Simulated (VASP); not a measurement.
# InP (F-43m) in VASP: further runs

Aim: see how the results for InP move with the level of theory and the settings. Levels: PBEsol-based global hybrid, LDA, PBE+D3(BJ). Tasks: relaxation of cell and atoms, single point.

All numbers are computed with VASP 6.6.1; they aren't measurements. Logs are shortened: lines on timing, memory, paths and dates and some standing lists are left out, and cuts for length are marked.

**Experimental background.**

A printed reference work, data compilation reports, for a bulk crystal of InP at 1.6 K: band gap 1.4236 eV (direct).

The results are compared with them further down.

**1. The cell of the first run**

It takes space group F-43m (No. 216, cubic). The conventional cell has a = 5.861 Å, b = 5.861 Å, c = 5.861 Å, α = 90.00°, β = 90.00°, γ = 90.00°. In (site symmetry -43m) has 4 P at 2.54 Å within 3.3 Å. P (site symmetry -43m) has 4 In at 2.54 Å within 3.3 Å.

**2. Relaxation of cell and atoms, PBEsol-based global hybrid**

Contents of POSCAR:

```
InP
1.0
    0.0000000000      2.9305000000      2.9305000000
    2.9305000000      0.0000000000      2.9305000000
    2.9305000000      2.9305000000      0.0000000000
In P
1 1
Direct
    0.0000000000      0.0000000000      0.0000000000
    0.7500000000      0.7500000000      0.7500000000
```

Contents of INCAR.step1:

```
SYSTEM = InP
  PREC = Accurate
  ENCUT = 600
  EDIFF = 1E-5
  ISMEAR = -1
  SIGMA = 0.05
  LREAL = .False.
  LASPH = .True.
  NELM = 80
  ALGO = Normal
  LWAVE = .True.
  LCHARG = .False.
  GGA = PE
  NBANDS = 16
```

Contents of INCAR.step2:

```
SYSTEM = InP
  PREC = Accurate
  ENCUT = 600
  EDIFF = 1E-6
  ISMEAR = -1
  SIGMA = 0.05
  LREAL = .False.
  LASPH = .True.
  NELM = 80
  ALGO = Normal
  ISIF = 3
  LWAVE = .False.
  LCHARG = .False.
  GGA = PS
  LHFCALC = .True.
  AEXX = 0.25
  PRECFOCK = Normal
  IBRION = 2
  NSW = 60
  EDIFFG = -0.01
  ISTART = 1
```

Contents of KPOINTS:

```
regular mesh
0
Gamma
  4 4 4
  0 0 0
```

Potentials or basis: VASP PAW PBE potentials, release 64 (In_d, P).

Started as:

```console
$ cat potpaw_PBE.64/In_d/POTCAR potpaw_PBE.64/P/POTCAR > POTCAR
$ cp INCAR.step1 INCAR
$ mpirun -np 1 vasp_std > vasp.out
$ cp INCAR.step2 INCAR
$ mpirun -np 1 vasp_std > vasp.out
```

OUTCAR:

```text
SYSTEM = InP
   PREC = Accurate
   ENCUT = 600
   EDIFF = 1E-6
   ISMEAR = -1
   LREAL = .False.
   LASPH = .True.
   NELM = 80
   ISIF = 3
   GGA = PS
   LHFCALC = .True.
   AEXX = 0.25
   PRECFOCK = Normal
   IBRION = 2
   NSW = 60
   EDIFFG = -0.01
   ISTART = 1

 ion  position               nearest neighbor table
   1  0.000  0.000  0.000-   2 2.54   2 2.54   2 2.54   2 2.54
   2  0.750  0.750  0.750-   1 2.54   1 2.54   1 2.54   1 2.54

  LATTYP: Found a face centered cubic cell.
 ALAT       =     5.8610000000

  Lattice vectors:

 A1 = (   0.0000000000,   2.9305000000,   2.9305000000)
 A2 = (   2.9305000000,   0.0000000000,   2.9305000000)
 A3 = (   2.9305000000,   2.9305000000,   0.0000000000)

Analysis of symmetry for initial positions (statically):
=====================================================================
 Subroutine PRICEL returns:
 Original cell was already a primitive cell.

 Routine SETGRP: Setting up the symmetry group for a
 face centered cubic supercell.

 Subroutine GETGRP returns: Found 24 space group operations
 (whereof 24 operations were pure point group operations)
 out of a pool of 48 trial point group operations.

The static configuration has the point symmetry T_d .

Analysis of symmetry for dynamics (positions and initial velocities):
=====================================================================
 Subroutine PRICEL returns:
 Original cell was already a primitive cell.

 Routine SETGRP: Setting up the symmetry group for a
 face centered cubic supercell.

 Subroutine GETGRP returns: Found 24 space group operations
 (whereof 24 operations were pure point group operations)
 out of a pool of 48 trial point group operations.

The dynamic configuration has the point symmetry T_d .

 Subroutine INISYM returns: Found 24 space group operations
 (whereof 24 operations are pure point group operations),
 and found     1 'primitive' translations

----------------------------------------------------------------------------------------

                                     Primitive cell

  volume of cell :      50.3333

  direct lattice vectors                    reciprocal lattice vectors
     0.000000000  2.930500000  2.930500000    -0.170619348  0.170619348  0.170619348
     2.930500000  0.000000000  2.930500000     0.170619348 -0.170619348  0.170619348
     2.930500000  2.930500000  0.000000000     0.170619348  0.170619348 -0.170619348

  length of vectors
     4.144352845  4.144352845  4.144352845     0.295521380  0.295521380  0.295521380

  position of ions in fractional coordinates (direct lattice)
     0.000000000  0.000000000  0.000000000
     0.750000000  0.750000000  0.750000000

  ion indices of the primitive-cell ions
   primitive index   ion index
                 1           1
                 2           2

----------------------------------------------------------------------------------------

 KPOINTS: regular mesh

Automatic generation of k-mesh.
 Grid dimensions read from file:
 generate k-points for:    4    4    4

 Generating k-lattice:

  Cartesian coordinates                     Fractional coordinates (reciprocal lattice)
    -0.042654837  0.042654837  0.042654837     0.250000000  0.000000000  0.000000000
     0.042654837 -0.042654837  0.042654837     0.000000000  0.250000000  0.000000000
     0.042654837  0.042654837 -0.042654837     0.000000000  0.000000000  0.250000000

  Length of vectors
     0.073880345  0.073880345  0.073880345

  Shift w.r.t. Gamma in fractional coordinates (k-lattice)
     0.000000000  0.000000000  0.000000000

 Subroutine IBZKPT returns following result:
 ===========================================

 Found      8 irreducible k-points:

 Following reciprocal coordinates:
            Coordinates               Weight
  0.000000  0.000000  0.000000      1.000000
  0.250000  0.000000  0.000000      8.000000
  0.500000  0.000000  0.000000      4.000000
  0.250000  0.250000  0.000000      6.000000
  0.500000  0.250000  0.000000     24.000000
 -0.250000  0.250000  0.000000     12.000000
  0.500000  0.500000  0.000000      3.000000
 -0.250000  0.500000  0.250000      6.000000
   k-points           NKPTS =      8   k-points in BZ     NKDIM =     64   number of bands    NBANDS=     13
   number of dos      NEDOS =    301   number of ions     NIONS =      2
   total plane-waves  NPLWV =  46656
   dimension x,y,z NGX =    36 NGY =   36 NGZ =   36
   dimension x,y,z NGXF=    72 NGYF=   72 NGZF=   72
   ions per type =               1   1
   NGX,Y,Z   is equivalent  to a cutoff of  14.44, 14.44, 14.44 a.u.
   NGXF,Y,Z  is equivalent  to a cutoff of  28.88, 28.88, 28.88 a.u.
 SYSTEM =  InP
   PREC   = accura    normal or accurate (medium, high low for compatibility)
   ISTART =      1    job   : 0-new  1-cont  2-samecut
   ICHARG =      0    charge: 1-file 2-atom 10-const
   ISPIN  =      1    spin polarized calculation?
   LNONCOLLINEAR =      F non collinear calculations
   LSORBIT =      F    spin-orbit coupling
   LASPH  =      T    aspherical Exc in radial PAW
   ENCUT  =  600.0 eV  44.10 Ry    6.64 a.u.   8.28  8.28  8.28*2*pi/ulx,y,z
   NELM   =     80;   NELMIN=  2; NELMDL=  0     # of ELM steps
   EDIFF  = 0.1E-05   stopping-criterion for ELM
   LREAL  =      F    real-space projection
   EDIFFG = -.1E-01   stopping-criterion for IOM
   NSW    =     60    number of steps for IOM
   IBRION =      2    ionic relax: 0-MD 1-quasi-New 2-CG
   NFREE  =      1    steps in history (QN), initial steepest desc. (CG)
   ISIF   =      3    stress and relaxation
   ISYM   =      3    0-nonsym 1-usesym 2-fastsym
   POTIM  = 0.5000    time-step for ionic-motion
   TEBEG  =    0.0;   TEEND  =   0.0 temperature during run
   PSTRESS=    0.0 pullay stress
   NELECT =      18.0000    total number of electrons
   NUPDOWN=      -1.0000    fix difference up-down
   EMIN   =  10.00;   EMAX   =-10.00  energy-range for DOS
   EFERMI =   0.00;   METHOD = LEGACY
   ISMEAR =    -1;   SIGMA  =   0.05  broadening in eV -4-tet -1-fermi 0-gaus
   EFERMI_NEDOS =   21; number of points for ismear=-14 and -15
   IALGO  =     38    algorithm
   IMIX   =      1    mixing-type and parameters
     AMIX     =   0.40;   BMIX     =  1.00
     AMIX_MAG =   1.60;   BMIX_MAG =  1.00
  volume/ion in A,a.u.               =      25.17       169.83
  Fermi-wavevector in a.u.,A,eV,Ry     =   1.162021  2.195901 18.371846  1.350293
  Thomas-Fermi vector in A             =   2.298587
   LORBIT       =      0    0 simple, 1 ext, 2 COOP (PROOUT), +10 PAW based schemes
   GGA     = PS    functional components
   LHFCALC =     T    Hartree Fock is set to
   PRECFOCK=normal    Normal, Fast or Accurate (Low or Medium for compatibility)
   ENCUT4O =  -1.0   cutoff for four orbital integrals eV
   NKREDX  =     1    reduce k-point grid by
   NKREDY  =     1    reduce k-point grid by
   NKREDZ  =     1    reduce k-point grid by
   AEXX    =    0.2500 exact exchange contribution
   HFSCREEN=    0.0000 screening length (either q_TF or 0.3 A-1)
   HFSCREENC=   0.0000 screening length for correlation (either q_TF or 0.3 A-1)
   ENCUTFOCK=  -1.0 apply spherical cutoff to Coloumb kernel
   IVDW    =     0    specifies the selected vdW correction
   LEPSILON=     F    determine dielectric tensor
   LRPA    =     F    only Hartree local field effects (RPA)
 conjugate gradient relaxation of ions
 non-spin polarized calculation
  energy-cutoff  :      600.00
  volume of cell :       50.33
 maximum number of plane-waves:      1700
 NGX is ok and might be reduce to    36
  NGX = 28; NGY = 28; NGZ = 28

--------------------------------------- Ionic step        1  -------------------------------------------

 number of electron      17.9999998 magnetization

 Free energy of the ion-electron system (eV)
  ---------------------------------------------------
  ext. energy  EPLUGINS =         0.00000000
  ---------------------------------------------------
  free energy    TOTEN  =       -11.36279816 eV

  energy without entropy =      -11.36279816  energy(sigma->0) =      -11.36279816

------------------------ aborting loop because EDIFF is reached ----------------------------------------

  FORCE on cell =-STRESS in cart. coord.  units (eV):
  Direction    XX          YY          ZZ          XY          YZ          ZX
  --------------------------------------------------------------------------------------
  -------------------------------------------------------------------------------------
  Total       -0.2264608     -0.2264608     -0.2264608      0.0000000      0.0000000      0.0000000
  in kB       -7.2085603     -7.2085603     -7.2085603      0.0000000      0.0000000      0.0000000
  external PRESSURE =      -7.2085603 kB  Pullay stress =       0.0000000 kB
[... 57 lines left out ...]
  energy  without entropy=      -11.3623315275  energy(sigma->0) =      -11.36233153

--------------------------------------- Ionic step        3  -------------------------------------------

 number of electron      17.9999999 magnetization

 Free energy of the ion-electron system (eV)
  ---------------------------------------------------
  ext. energy  EPLUGINS =         0.00000000
  ---------------------------------------------------
  free energy    TOTEN  =       -11.36337975 eV

  energy without entropy =      -11.36337975  energy(sigma->0) =      -11.36337975

 E-fermi :   5.5291     XC(G=0):  -7.5085

 val. band max:        4.4018925428   @ k =   0.0000   0.0000   0.0000
 cond. band min:       6.5870151002   @ k =   0.0000   0.0000   0.0000
 fundamental gap:      2.1851225574
 Fermi energy:         5.5290688704

 k-point     1 :       0.0000    0.0000    0.0000
  band No.  band energies     occupation
      1     -11.5429      2.00000
      2     -11.5429      2.00000
      3     -11.5429      2.00000
      4     -11.3764      2.00000
      5     -11.3764      2.00000
      6      -8.4664      2.00000
      7       4.4019      2.00000
      8       4.4019      2.00000
      9       4.4019      2.00000
     10       6.5870      0.00000
     11       9.9914      0.00000
     12       9.9914      0.00000
     13       9.9914      0.00000
[... 139 lines left out ...]
  FREE ENERGIE OF THE ION-ELECTRON SYSTEM (eV)
  ---------------------------------------------------
  free  energy   TOTEN  =       -11.3633797476 eV

  energy  without entropy=      -11.3633797476  energy(sigma->0) =      -11.36337975

 reached required accuracy - stopping structural energy minimisation
```

Run time: 25 min. Hardware: 1 thread of AMD EPYC 7R43 (Zen 3), shared host; peak memory 0.19 GiB.

Results:

```
Free energy                            : -11.3634 eV
Relaxed volume                         : 25.00 Å³/atom
Relaxed cell                           : a = 4.135 Å, b = 4.135 Å, c = 4.135 Å, α = 60.00°, β = 60.00°, γ = 60.00°
Space group after relaxing (to 0.05 Å) : F-43m (No. 216)
Energy gained by relaxing              : 0.3 meV/atom
Ionic steps                            : 3
Pressure after relaxing                : 0.0 GPa
Band gap on the k mesh                 : 2.19 eV, direct
```

Step by step:
```
step  energy change (eV)  largest force (eV/Å)  pressure (GPa)  volume (Å³)
   1              0.0000                0.0000           -0.72        50.33
   2              0.0005                0.0000            0.69        49.51
   3             -0.0006                0.0000           -0.02        50.00
```

Final structure:
```
In P
1.0
     0.00000    2.92409    2.92409
     2.92409    0.00000    2.92409
     2.92409    2.92409    0.00000
In P
1 1
Direct
  0.00000 0.00000 0.00000
  0.75000 0.75000 0.75000
```

Levels at points of the mesh, in eV from the valence-band top:
```csv
k point,band 6,band 7,band 8,band 9,band 10,band 11,band 12,band 13
"(0.00, 0.00, 0.00)",-12.87,0.00,0.00,0.00,2.19,5.59,5.59,5.59
"(0.50, 0.00, 0.00)",-10.94,-6.41,-1.09,-1.09,2.92,6.33,6.33,8.65
"(0.50, 0.50, 0.00)",-10.21,-6.39,-2.62,-2.62,2.96,3.64,11.14,11.66
```

Caveat: the k points lie up to 0.47 Å⁻¹ apart in the final cell; the PAW data sets were made with another functional, which shifts forces and pressure a little; spin-orbit coupling is left out, which moves the levels of the heavy elements.

**3. Single point, LDA**

This run uses another cell than the first one, of 24.73 Å³/atom, 0.983 times its volume.

Contents of INCAR:

```
SYSTEM = InP
PREC = Accurate ; ENCUT = 500
EDIFF = 1E-6 ; ISMEAR = -1
SIGMA = 0.05 ; LREAL = .False.
LASPH = .True. ; NELM = 120
ALGO = Normal ; ISIF = 2
LWAVE = .False. ; LCHARG = .True.
LELF = .True. ; LVHAR = .True.
NBANDS = 16 ; GGA_COMPAT = .False.
```

Contents of KPOINTS:

```
regular mesh
0
Gamma
  8 8 8
  0 0 0
```

Contents of POSCAR:

```
InP
1.0
    0.0000000000      2.9134708786      2.9134708786
    2.9134708786      0.0000000000      2.9134708786
    2.9134708786      2.9134708786      0.0000000000
In P
1 1
Direct
    0.0000000000      0.0000000000      0.0000000000
    0.7500000000      0.7500000000      0.7500000000
```

Potentials or basis: VASP PAW LDA potentials, release 64 (In_d, P).

Started as:

```console
$ cat potpaw_LDA.64/In_d/POTCAR potpaw_LDA.64/P/POTCAR > POTCAR
$ mpirun -np 1 vasp_std > vasp.out
```

Wall time 9.4 s (1 thread of Intel Xeon 6975P-C (Granite Rapids), shared host); peak memory 0.16 GiB.

Results (log left out):

| Item | Value |
| --- | --- |
| Free energy | -9.6721 eV |
| Pressure | 0.0 GPa |
| Band gap on the k mesh | 0.61 eV, direct |

Levels at points of the mesh, in eV from the valence-band top:
```tsv
k point	band 5	band 6	band 7	band 8	band 9	band 10	band 11	band 12	band 13	band 14
(0.00, 0.00, 0.00)	-14.06	-11.67	0.00	0.00	0.00	0.61	3.96	3.96	3.96	8.37
(0.50, 0.00, 0.00)	-14.05	-9.86	-5.92	-1.02	-1.02	1.37	4.70	4.70	6.93	9.32
(0.50, 0.50, 0.00)	-14.02	-9.16	-5.94	-2.42	-2.42	1.57	2.12	9.10	9.55	9.55
```

Caveat: spin-orbit coupling is left out, which moves the levels of the heavy elements.

**4. Single point, PBE+D3(BJ)**

This run uses another cell than the first one, of 25.59 Å³/atom, 1.017 times its volume.

Contents of INCAR:

```
SYSTEM = InP
PREC = Accurate ; ENCUT = 500
EDIFF = 1E-6 ; ISMEAR = -1
SIGMA = 0.05 ; LREAL = .False.
LASPH = .True. ; NELM = 120
ALGO = Normal ; ISIF = 2
LWAVE = .False. ; LCHARG = .False.
GGA = PE ; IVDW = 12
NBANDS = 16 ; GGA_COMPAT = .False.
```

Contents of KPOINTS:

```
Automatic mesh
0
Gamma
  8 8 8
  0 0 0
```

Contents of POSCAR:

```
InP
1.0
    0.0000000000      2.9468415008      2.9468415008
    2.9468415008      0.0000000000      2.9468415008
    2.9468415008      2.9468415008      0.0000000000
In P
1 1
Direct
    0.0000000000      0.0000000000      0.0000000000
    0.7500000000      0.7500000000      0.7500000000
```

Potentials or basis: VASP PAW PBE potentials, release 64 (In_d, P).

Started as:

```console
$ cat potpaw_PBE.64/In_d/POTCAR potpaw_PBE.64/P/POTCAR > POTCAR
$ mpirun -np 1 vasp_std > vasp.out
```

It took 8.9 s on 1 thread of Intel Xeon 6975P-C (Granite Rapids), shared host; peak memory 0.18 GiB.

The run converged. Its results:

```yaml
Free_energy: -9.0110 eV
Pressure: -0.1 GPa
Band_gap_on_the_k_mesh: 0.62 eV, direct
Dispersion_energy_per_atom: -0.308 eV
```

Levels at points of the mesh, in eV from the valence-band top:
```csv
k point,band 6,band 7,band 8,band 9,band 10,band 11,band 12,band 13
"(0.00, 0.00, 0.00)",-11.40,0.00,0.00,0.00,0.62,4.09,4.09,4.09
"(0.50, 0.00, 0.00)",-9.73,-5.64,-0.95,-0.95,1.46,4.81,4.81,7.07
"(0.50, 0.50, 0.00)",-9.10,-5.68,-2.26,-2.26,1.79,2.27,9.11,9.48
```

Caveat: spin-orbit coupling is left out, which moves the levels of the heavy elements.

**5. Overview**

```csv
task,level,potentials or basis,cell,k mesh,cutoff (eV),grid for exact exchange (PRECFOCK),share of exact exchange,gap on the mesh (eV),pressure (GPa)
relaxation of cell and atoms,PBEsol-based global hybrid,"VASP PAW PBE potentials, release 64 (In_d, P)","relaxed from a = 4.144 Å, angles 60.0°, 2 atoms",4 × 4 × 4,600,Normal,0.25,2.19,0.0
single point,LDA,"VASP PAW LDA potentials, release 64 (In_d, P)","a = 4.120 Å, angles 60.0°, 2 atoms",8 × 8 × 8,500,-,-,0.61,0.0
single point,PBE+D3(BJ),"VASP PAW PBE potentials, release 64 (In_d, P)","a = 4.167 Å, angles 60.0°, 2 atoms",8 × 8 × 8,500,-,-,0.62,-0.1
```

Alike in all rows: no spin polarisation; smearing fermi-dirac 0.05 eV.

Caveats: some runs use coarse meshes; spin-orbit coupling is left out, which moves the levels of the heavy elements; the PAW data sets were made with another functional, which shifts forces and pressure a little (some runs).

Total energies depend on the potentials used, so only differences within one code and one set of settings carry meaning.

**6. How close it comes**

Step 3. Against the measured gap of InP, 1.4236 eV (direct; 1.6 K; a printed reference work, data compilation), the calculated 0.61 eV is off by -0.82 eV. Spin-orbit coupling on In is left out. The value is that of LDA, without temperature or zero-point motion. Semilocal functionals fall short of measured gaps as a rule.

Step 4. Measured gap of InP: 1.4236 eV (direct; 1.6 K; a printed reference work, data compilation). This calculation gives 0.62 eV (-0.80 eV). Spin-orbit coupling on In is left out. The value is that of PBE+D3(BJ), without temperature or zero-point motion. Semilocal functionals fall short of measured gaps as a rule.
